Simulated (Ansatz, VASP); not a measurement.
This is a calculation of GaP for VASP 6.6.1. 

The input INCAR:

```
SYSTEM = GaP
PREC     = Accurate       ! precision mode
ENCUT    = 600            ! plane-wave cutoff, eV
EDIFF    = 1E-6           ! SCF threshold, eV
ISMEAR   = -1             ! smearing method
SIGMA    = 0.05           ! smearing width, eV
LREAL    = .False.        ! projectors in reciprocal space
LASPH    = .True.         ! aspherical terms in the spheres
NELM     = 100            ! most SCF steps
ALGO     = Normal         ! electronic algorithm
ISIF     = 3              ! what is computed and relaxed
LWAVE    = .False.        ! write WAVECAR
LCHARG   = .False.        ! write CHGCAR
GGA      = PS             ! functional
IBRION   = 2              ! ionic algorithm
NSW      = 40             ! ionic steps
EDIFFG   = -0.01          ! ionic threshold
```

Contents of KPOINTS:

```
regular mesh
0
Gamma
  6 6 6
  0 0 0
```

Contents of POSCAR:

```
GaP
1.0
    0.0000000000      2.7252500000      2.7252500000
    2.7252500000      0.0000000000      2.7252500000
    2.7252500000      2.7252500000      0.0000000000
Ga P
1 1
Direct
    0.0000000000      0.0000000000      0.0000000000
    0.7500000000      0.7500000000      0.7500000000
```

Potentials or basis: VASP PAW PBE potentials, release 64 (Ga_d, P).

Launch:

```bash
$ cat potpaw_PBE.64/Ga_d/POTCAR potpaw_PBE.64/P/POTCAR > POTCAR
$ mpirun -np 1 vasp_std > vasp.out
```

Task: Translate it to Ansatz 0.2.0. Potentials or basis there: Ansatz PAW, cutoff 420 eV.

Result: As run (cutoffs and basis follow the program's own potentials, and thresholds, step limits or extra output files can differ):

Contents of input.yaml:

```yaml
crystal:
  lattice:
    - [0.0, 2.72525, 2.72525]
    - [2.72525, 0.0, 2.72525]
    - [2.72525, 2.72525, 0.0]
  atoms:
    - { symbol: Ga, position: [0.0, 0.0, 0.0] }
    - { symbol: P, position: [0.75, 0.75, 0.75] }
hamiltonian:
  xc: pbesol
  pseudopotentials: { kind: paw }
kpoints:
  mp_grid: { grid: [6, 6, 6] }
scf:
  occupations: { method: fermi_dirac, width: 0.05 }
output:
  forces: true
  stress: true
  eigenvalues: true
relax:
  f_tol: 0.01
  max_steps: 40
  cell: { stress_tol: 0.05 }
```

Potentials or basis: Ansatz PAW.

Run with:

```console
$ ansatz run input.yaml --threads 2 --pin off --max-ram 5632MiB --backend cpu --events-out ev --progress --plain --runs-dir out
```

Both were run:

|  | VASP | Ansatz |
| --- | --- | --- |
| Relaxed volume | 20.10 Å³/atom | 20.11 Å³/atom |
| Relaxed cell | a = 3.845 Å, b = 3.845 Å, c = 3.845 Å, α = 60.00°, β = 60.00°, γ = 60.00° | a = 3.846 Å, b = 3.846 Å, c = 3.846 Å, α = 60.00°, β = 60.00°, γ = 60.00° |
| Space group after relaxing | F-43m (No. 216) | F-43m (No. 216) |
| Pressure after relaxing | 0.0 GPa | 0.0 GPa |

Ansatz's pressure holds a Pulay term of +0.04 GPa for its cutoff of 420 eV, which the other run lacks.

VASP's potentials were made for PBE. Ansatz's potentials were made for PBE.

Where Ansatz's input types no cutoff or centring, it takes its own default and a Γ-centred mesh.

Pressure is positive in compression.
